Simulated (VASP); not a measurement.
# TiSe2 (P-3m1) in VASP: a series of runs

The runs below take TiSe2 through relaxation of cell and atoms, with PBEsol.

The COD entry that gives the cell may itself be a prediction, so a difference from it is no test against experiment.

Everything below comes from runs of VASP 6.6.1. Logs are shortened: lines on timing, memory, paths and dates and some standing lists are left out, and cuts for length are marked.

## 1. Starting point

It takes space group P-3m1 (No. 164, trigonal). Conventional cell: a = 3.536 Å, b = 3.536 Å, c = 6.004 Å, α = 90.00°, β = 90.00°, γ = 120.00°. Around Ti (site symmetry -3m) lie 6 Se at 2.55 Å. Se (site symmetry 3m) has 3 Ti at 2.55 Å as nearest neighbours.

## 2. Relaxation of cell and atoms, PBEsol

The input, INCAR:

```
SYSTEM = TiSe2
PREC = Accurate ; ENCUT = 520
EDIFF = 1E-7 ; ISMEAR = 0
SIGMA = 0.02 ; LREAL = .False.
LASPH = .True. ; NELM = 80
ALGO = Normal ; ISIF = 3
LWAVE = .False. ; LCHARG = .False.
GGA = PS ; IBRION = 2
NSW = 80 ; EDIFFG = -0.002
```

The input, KPOINTS:

```
regular mesh
0
Gamma
  12 12 6
  0 0 0
```

The input, POSCAR:

```
TiSe2
1.0
    3.5360000000      0.0000000000      0.0000000000
   -1.7680000000      3.0622658300      0.0000000000
    0.0000000000      0.0000000000      6.0040000000
Ti Se
1 2
Direct
    0.0000000000      0.0000000000      0.0000000000
    0.3333333300      0.6666666700      0.2552000000
    0.6666666700      0.3333333300      0.7448000000
```

Potentials or basis: VASP PAW PBE potentials, release 64 (Ti_sv, Se).

Launch:

```sh
> cat potpaw_PBE.64/Ti_sv/POTCAR potpaw_PBE.64/Se/POTCAR > POTCAR
> mpirun -np 1 vasp_std > vasp.out
```

OUTCAR:

```text
SYSTEM = TiSe2
   PREC = Accurate
   ENCUT = 520
   EDIFF = 1E-7
   ISMEAR = 0
   LREAL = .False.
   LASPH = .True.
   NELM = 80
   ISIF = 3
   GGA = PS
   IBRION = 2
   NSW = 80
   EDIFFG = -0.002

 ion  position               nearest neighbor table
   1  0.000  0.000  0.000-   2 2.55   3 2.55   3 2.55   2 2.55   3 2.55   2 2.55
   2  0.333  0.667  0.255-   1 2.55   1 2.55   1 2.55
   3  0.667  0.333  0.745-   1 2.55   1 2.55   1 2.55

  LATTYP: Found a hexagonal cell.
 ALAT       =     3.5360000000
 C/A-ratio  =     1.6979638009

  Lattice vectors:

 A1 = (   3.5360000000,   0.0000000000,   0.0000000000)
 A2 = (  -1.7680000000,   3.0622658300,   0.0000000000)
 A3 = (   0.0000000000,   0.0000000000,   6.0040000000)

Analysis of symmetry for initial positions (statically):
=====================================================================
 Subroutine PRICEL returns:
 Original cell was already a primitive cell.

 Routine SETGRP: Setting up the symmetry group for a
 hexagonal supercell.

 Subroutine GETGRP returns: Found 12 space group operations
 (whereof 12 operations were pure point group operations)
 out of a pool of 24 trial point group operations.

The static configuration has the point symmetry D_3d.

Analysis of symmetry for dynamics (positions and initial velocities):
=====================================================================
 Subroutine PRICEL returns:
 Original cell was already a primitive cell.

 Routine SETGRP: Setting up the symmetry group for a
 hexagonal supercell.

 Subroutine GETGRP returns: Found 12 space group operations
 (whereof 12 operations were pure point group operations)
 out of a pool of 24 trial point group operations.

The dynamic configuration has the point symmetry D_3d.

 Subroutine INISYM returns: Found 12 space group operations
 (whereof 12 operations are pure point group operations),
 and found     1 'primitive' translations

----------------------------------------------------------------------------------------

                                     Primitive cell

  volume of cell :      65.0123

  direct lattice vectors                    reciprocal lattice vectors
     3.536000000  0.000000000  0.000000000     0.282805430  0.163277791  0.000000000
    -1.768000000  3.062265830  0.000000000     0.000000000  0.326555582  0.000000000
     0.000000000  0.000000000  6.004000000     0.000000000  0.000000000  0.166555630

  length of vectors
     3.536000000  3.536000002  6.004000000     0.326555582  0.326555582  0.166555630

  position of ions in fractional coordinates (direct lattice)
     0.000000000  0.000000000  0.000000000
     0.333333330  0.666666670  0.255200000
     0.666666670  0.333333330  0.744800000

  ion indices of the primitive-cell ions
   primitive index   ion index
                 1           1
                 2           2
                 3           3

----------------------------------------------------------------------------------------

 KPOINTS: regular mesh

Automatic generation of k-mesh.
 Grid dimensions read from file:
 generate k-points for:   12   12    6

 Generating k-lattice:

  Cartesian coordinates                     Fractional coordinates (reciprocal lattice)
     0.023567119  0.013606483  0.000000000     0.083333333  0.000000000  0.000000000
     0.000000000  0.027212965  0.000000000     0.000000000  0.083333333  0.000000000
     0.000000000  0.000000000  0.027759272     0.000000000  0.000000000  0.166666667

  Length of vectors
     0.027212965  0.027212965  0.027759272

  Shift w.r.t. Gamma in fractional coordinates (k-lattice)
     0.000000000  0.000000000  0.000000000

 Subroutine IBZKPT returns following result:
 ===========================================

 Found    100 irreducible k-points:

 Following reciprocal coordinates:
            Coordinates               Weight
  0.000000  0.000000  0.000000      1.000000
  0.083333 -0.000000  0.000000      6.000000
  0.166667  0.000000  0.000000      6.000000
  0.250000 -0.000000  0.000000      6.000000
  0.333333  0.000000  0.000000      6.000000
  0.416667 -0.000000  0.000000      6.000000
[... 16 lines left out ...]
  0.166667  0.000000  0.166667      6.000000
  0.000000  0.166667  0.166667      6.000000
 [... further k-points ...]
   k-points           NKPTS =    100   k-points in BZ     NKDIM =    100   number of bands    NBANDS=     16
   number of dos      NEDOS =    301   number of ions     NIONS =      3
   total plane-waves  NPLWV =  37632
   dimension x,y,z NGX =    28 NGY =   28 NGZ =   48
   dimension x,y,z NGXF=    56 NGYF=   56 NGZF=   96
   ions per type =               1   2
   NGX,Y,Z   is equivalent  to a cutoff of  13.16, 13.16, 13.29 a.u.
   NGXF,Y,Z  is equivalent  to a cutoff of  26.33, 26.33, 26.58 a.u.
 SYSTEM =  TiSe2
   PREC   = accura    normal or accurate (medium, high low for compatibility)
   ISTART =      0    job   : 0-new  1-cont  2-samecut
   ICHARG =      2    charge: 1-file 2-atom 10-const
   ISPIN  =      1    spin polarized calculation?
   LNONCOLLINEAR =      F non collinear calculations
   LSORBIT =      F    spin-orbit coupling
   LASPH  =      T    aspherical Exc in radial PAW
   ENCUT  =  520.0 eV  38.22 Ry    6.18 a.u.   6.57  6.57 11.16*2*pi/ulx,y,z
   NELM   =     80;   NELMIN=  2; NELMDL= -5     # of ELM steps
   EDIFF  = 0.1E-06   stopping-criterion for ELM
   LREAL  =      F    real-space projection
   EDIFFG = -.2E-02   stopping-criterion for IOM
   NSW    =     80    number of steps for IOM
   IBRION =      2    ionic relax: 0-MD 1-quasi-New 2-CG
   NFREE  =      1    steps in history (QN), initial steepest desc. (CG)
   ISIF   =      3    stress and relaxation
   ISYM   =      2    0-nonsym 1-usesym 2-fastsym
   POTIM  = 0.5000    time-step for ionic-motion
   TEBEG  =    0.0;   TEEND  =   0.0 temperature during run
   PSTRESS=    0.0 pullay stress
   NELECT =      24.0000    total number of electrons
   NUPDOWN=      -1.0000    fix difference up-down
   EMIN   =  10.00;   EMAX   =-10.00  energy-range for DOS
   EFERMI =   0.00;   METHOD = LEGACY
   ISMEAR =     0;   SIGMA  =   0.02  broadening in eV -4-tet -1-fermi 0-gaus
   EFERMI_NEDOS =   21; number of points for ismear=-14 and -15
   IALGO  =     38    algorithm
   IMIX   =      4    mixing-type and parameters
     AMIX     =   0.40;   BMIX     =  1.00
     AMIX_MAG =   1.60;   BMIX_MAG =  1.00
  volume/ion in A,a.u.               =      21.67       146.24
  Fermi-wavevector in a.u.,A,eV,Ry     =   1.174393  2.219280 18.765127  1.379198
  Thomas-Fermi vector in A             =   2.310790
   LORBIT       =      0    0 simple, 1 ext, 2 COOP (PROOUT), +10 PAW based schemes
   GGA     = PS    functional components
   LHFCALC =     F    Hartree Fock is set to
   AEXX    =    0.0000 exact exchange contribution
   IVDW    =     0    specifies the selected vdW correction
   LEPSILON=     F    determine dielectric tensor
   LRPA    =     F    only Hartree local field effects (RPA)
 conjugate gradient relaxation of ions
 non-spin polarized calculation
 Gauss-broadening in eV      SIGMA  =   0.02
  energy-cutoff  :      520.00
  volume of cell :       65.01
 maximum number of plane-waves:      1783
 NGX is ok and might be reduce to    28
   NGX = 13   NGY = 13   NGZ = 23

--------------------------------------- Ionic step        1  -------------------------------------------

 number of electron      24.0000001 magnetization

 Free energy of the ion-electron system (eV)
  ---------------------------------------------------
  ext. energy  EPLUGINS =         0.00000000
  ---------------------------------------------------
  free energy    TOTEN  =       -19.44550388 eV

  energy without entropy =      -19.44542340  energy(sigma->0) =      -19.44546364

------------------------ aborting loop because EDIFF is reached ----------------------------------------

  FORCE on cell =-STRESS in cart. coord.  units (eV):
  Direction    XX          YY          ZZ          XY          YZ          ZX
  --------------------------------------------------------------------------------------
  -------------------------------------------------------------------------------------
  Total       -1.0341032     -1.0341032     -0.5358071     -0.0000000     -0.0000000      0.0000000
  in kB      -25.4846469    -25.4846469    -13.2045370     -0.0000000     -0.0000000      0.0000000
  external PRESSURE =     -21.3912769 kB  Pullay stress =       0.0000000 kB
[... 92 lines left out ...]
  FREE ENERGIE OF THE ION-ELECTRON SYSTEM (eV)
  ---------------------------------------------------
  free  energy   TOTEN  =       -19.4574171321 eV

  energy  without entropy=      -19.4573086773  energy(sigma->0) =      -19.45736290

[... ionic steps 4 to 17 ...]

--------------------------------------- Ionic step       18  -------------------------------------------

 number of electron      24.0000000 magnetization

------------------------ aborting loop because EDIFF is reached ----------------------------------------

  FORCE on cell =-STRESS in cart. coord.  units (eV):
  Direction    XX          YY          ZZ          XY          YZ          ZX
  --------------------------------------------------------------------------------------
  -------------------------------------------------------------------------------------
  Total       -0.0065794     -0.0065794     -0.0143783      0.0000000      0.0000000      0.0000000
  in kB       -0.1697630     -0.1697630     -0.3709919      0.0000000      0.0000000      0.0000000
  external PRESSURE =      -0.2368393 kB  Pullay stress =       0.0000000 kB
[... 59 lines left out ...]
  energy  without entropy=      -19.4632033027  energy(sigma->0) =      -19.46331904

--------------------------------------- Ionic step       20  -------------------------------------------

 number of electron      24.0000000 magnetization

 Free energy of the ion-electron system (eV)
  ---------------------------------------------------
  ext. energy  EPLUGINS =         0.00000000
  ---------------------------------------------------
  free energy    TOTEN  =       -19.46343496 eV

  energy without entropy =      -19.46320340  energy(sigma->0) =      -19.46331918

 E-fermi :   5.1500     XC(G=0): -10.4083

 val. band max:        5.1280715900   @ k =   0.0000   0.4167   0.1667
 cond. band min:       5.1593515942   @ k =   0.5000  -0.0000   0.1667
 fundamental gap:      0.0312800041
 Fermi energy:         5.1499934641

 k-point     1 :       0.0000    0.0000    0.0000
  band No.  band energies     occupation
      1     -52.1023      2.00000
      2     -28.4437      2.00000
      3     -28.4242      2.00000
      4     -28.4242      2.00000
      5      -9.0314      2.00000
      6      -7.4822      2.00000
[... 8 lines left out ...]
     15       5.7957      0.00000
     16       8.5663      0.00000
[... 420 lines left out ...]
  band No.  band energies     occupation
      1     -52.0998      2.00000
      2     -28.4517      2.00000
      3     -28.4376      2.00000
      4     -28.4303      2.00000
      5      -8.6505      2.00000
      6      -7.4769      2.00000
[... 8 lines left out ...]
     15       6.6961      0.00000
     16       8.0892      0.00000

 [... further k-points ...]
[... 5 lines left out ...]
  --------------------------------------------------------------------------------------
  -------------------------------------------------------------------------------------
  Total        0.0035680      0.0035680      0.0008460      0.0000000     -0.0000000      0.0000000
  in kB        0.0920673      0.0920673      0.0218296      0.0000000     -0.0000000      0.0000000
  external PRESSURE =       0.0686547 kB  Pullay stress =       0.0000000 kB
[... 18 lines left out ...]
  FREE ENERGIE OF THE ION-ELECTRON SYSTEM (eV)
  ---------------------------------------------------
  free  energy   TOTEN  =       -19.4634349569 eV

  energy  without entropy=      -19.4632033984  energy(sigma->0) =      -19.46331918

 reached required accuracy - stopping structural energy minimisation
```

Run time: 12 min. Hardware: 1 thread of Intel Xeon 6975P-C (Granite Rapids), shared host; peak memory 0.27 GiB.

What came out:

```
Free energy                            : -19.4634 eV
Relaxed volume                         : 20.70 Å³/atom
Relaxed cell                           : a = 3.476 Å, b = 3.476 Å, c = 5.935 Å, α = 90.00°, β = 90.00°, γ = 120.00°
Space group after relaxing (to 0.05 Å) : P-3m1 (No. 164)
Energy gained by relaxing              : 6.0 meV/atom
Ionic steps                            : 20
Pressure after relaxing                : 0.0 GPa
Band gap on the k mesh                 : none (metal or under the smearing width)
```

Step by step:
| step | energy change (eV) | largest force (eV/Å) | pressure (GPa) | volume (Å³) |
| --- | --- | --- | --- | --- |
| 1 | 0.0000 | 0.0849 | -2.14 | 65.01 |
| 2 | -0.0060 | 0.3664 | 1.72 | 62.33 |
| 3 | -0.0119 | 0.1735 | 0.05 | 63.42 |
| 4 | -0.0152 | 0.1021 | -0.02 | 63.18 |
| 5 | -0.0163 | 0.0203 | -0.12 | 62.88 |
| 6 | -0.0163 | 0.0318 | -0.10 | 62.92 |
| 7 | -0.0167 | 0.0381 | -0.01 | 62.76 |
| 8 | -0.0173 | 0.0573 | 0.30 | 62.28 |
| 9 | -0.0174 | 0.0461 | 0.23 | 62.27 |
| 10 | -0.0178 | 0.0131 | 0.05 | 62.25 |
| 11 | -0.0177 | 0.0528 | -0.32 | 62.20 |
| 12 | -0.0179 | 0.0123 | -0.09 | 62.23 |
| 13 | -0.0179 | 0.0102 | -0.07 | 62.19 |
| 14 | -0.0179 | 0.0071 | -0.04 | 62.13 |
| 15 | -0.0179 | 0.0014 | 0.03 | 62.00 |
| 16 | -0.0179 | 0.0055 | -0.01 | 62.09 |
| 17 | -0.0179 | 0.0057 | -0.02 | 62.10 |
| 18 | -0.0179 | 0.0056 | -0.02 | 62.09 |
| 19 | -0.0179 | 0.0022 | 0.00 | 62.09 |
| 20 | -0.0179 | 0.0013 | 0.01 | 62.09 |

Final structure:
```yaml
crystal:
  lattice:
    - [3.47581, 0.00000, 0.00000]
    - [-1.73790, 3.01014, 0.00000]
    - [0.00000, 0.00000, 5.93454]
  atoms:
    - { symbol: Ti, position: [0.00000, 0.00000, 0.00000] }
    - { symbol: Se, position: [0.33333, 0.66667, 0.26080] }
    - { symbol: Se, position: [0.66667, 0.33333, 0.73920] }
```

Levels at points of the mesh, in eV from the Fermi level:
| k point | band 10 | band 11 | band 12 | band 13 | band 14 | band 15 |
| --- | --- | --- | --- | --- | --- | --- |
| (0.00, 0.00, 0.00) | 0.27 | 0.51 | 0.51 | 0.56 | 0.65 | 0.65 |
| (0.50, 0.00, 0.00) | -2.87 | -2.25 | -1.35 | 0.04 | 1.49 | 1.91 |
| (0.00, 0.00, 0.50) | -2.17 | 0.38 | 0.38 | 0.49 | 0.49 | 1.27 |
| (0.50, 0.00, 0.50) | -2.51 | -1.18 | -0.86 | -0.27 | 1.49 | 1.88 |

Caveat: the PAW data sets were made with another functional, which shifts forces and pressure a little; this functional lacks dispersion, which binds the layers, so the pressure and a relaxed spacing across them are unreliable.

## 3. Relaxation of cell and atoms, PBEsol

This run uses another cell than the first one, of 20.70 Å³/atom, 0.955 times its volume.

INCAR is that of step 2.

KPOINTS is that of step 2.

The input, POSCAR:

```
TiSe2                                   
1.0
    3.4758059618     -0.0000000000      0.0000000000
   -1.7379029809      3.0101362636      0.0000000000
   -0.0000000000     -0.0000000000      5.9345424180
  Ti              Se            
     1     2
Direct
     0.0000000000000000    0.0000000000000000    0.0000000000000000
     0.3333333300000021    0.6666666699999979    0.2608029040127721
     0.6666666699999979    0.3333333300000021    0.7391970959872282
```

Potentials or basis: VASP PAW PBE potentials, release 64 (Ti_sv, Se).

Launch:

```sh
> cat potpaw_PBE.64/Ti_sv/POTCAR potpaw_PBE.64/Se/POTCAR > POTCAR
> mpirun -np 1 vasp_std > vasp.out
```

It took 66 s on 1 thread of Intel Xeon 6975P-C (Granite Rapids), shared host; peak memory 0.24 GiB.

The run converged. Its results:

```
Free energy             : -19.4630 eV
Pressure after relaxing : 0.0 GPa
Band gap on the k mesh  : none (metal or under the smearing width)
```

Final structure:
```cif
data_structure
_symmetry_space_group_name_H-M 'P 1'
_symmetry_Int_Tables_number 1
_cell_length_a 3.4758
_cell_length_b 3.4758
_cell_length_c 5.9345
_cell_angle_alpha 90.000
_cell_angle_beta 90.000
_cell_angle_gamma 120.000
_cell_volume 62.09
loop_
_atom_site_label
_atom_site_type_symbol
_atom_site_fract_x
_atom_site_fract_y
_atom_site_fract_z
_atom_site_occupancy
Ti1 Ti 0.00000 0.00000 0.00000 1
Se1 Se 0.33333 0.66667 0.26080 1
Se2 Se 0.66667 0.33333 0.73920 1
```

Levels at points of the mesh, in eV from the Fermi level:
| k point | band 10 | band 11 | band 12 | band 13 | band 14 | band 15 |
| --- | --- | --- | --- | --- | --- | --- |
| (0.00, 0.00, 0.00) | 0.27 | 0.51 | 0.51 | 0.56 | 0.65 | 0.65 |
| (0.50, 0.00, 0.00) | -2.87 | -2.25 | -1.35 | 0.04 | 1.49 | 1.91 |
| (0.00, 0.00, 0.50) | -2.17 | 0.38 | 0.38 | 0.49 | 0.49 | 1.27 |
| (0.50, 0.00, 0.50) | -2.51 | -1.18 | -0.86 | -0.27 | 1.49 | 1.88 |

Caveat: the relaxation stopped at its first step, so nothing moved; the PAW data sets were made with another functional, which shifts forces and pressure a little.
